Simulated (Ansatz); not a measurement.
**Bands of Nb**

```yaml
crystal:
  lattice:
    - [2.71676, 0.00000, 0.00000]
    - [0.00000, 2.71676, 0.00000]
    - [0.00000, 0.00000, 2.71676]
  atoms:
    - { symbol: Nb, position: [0.00000, 0.00000, 0.00000] }
```

The cell was built from the sc type and relaxed in the same program, and has space group Pm-3m; it needn't be a known or the stable phase.

Spin polarisation is left out, and whether a magnetic state lies lower isn't shown here.

The calculation used DFT, PBE, all-electron LAPW, scalar-relativistic (Ansatz 0.2.0).

The runs use a Γ-centred 13×13×13 k mesh, Fermi–Dirac smearing of 0.03 eV, basis error target 0.5 meV/atom, no spin polarisation.

Points in fractions of the reciprocal vectors of this cell: Γ (0, 0, 0), X (0, 0.5, 0), M (0.5, 0.5, 0), R (0.5, 0.5, 0.5). The path joins them by straight lines in the order Γ–X–M–Γ–R–X–R–M; legs that retrace an earlier one aren't tabulated. Energies are in eV from the Fermi level.

Problem. Is there a gap?

Solution. none: with an odd electron count and no spin polarisation the bands can't all be full, a metal in this set-up (spin order or a larger cell could open a gap).

Problem. List the levels between -5 and 2.5 eV at the symmetry points.

Solution. 
Γ: -2.81 (×2)
X: -2.52, -1.92, 0.52, 1.85 (×2)
M: -4.07, -1.05
R: -2.49 (×3)
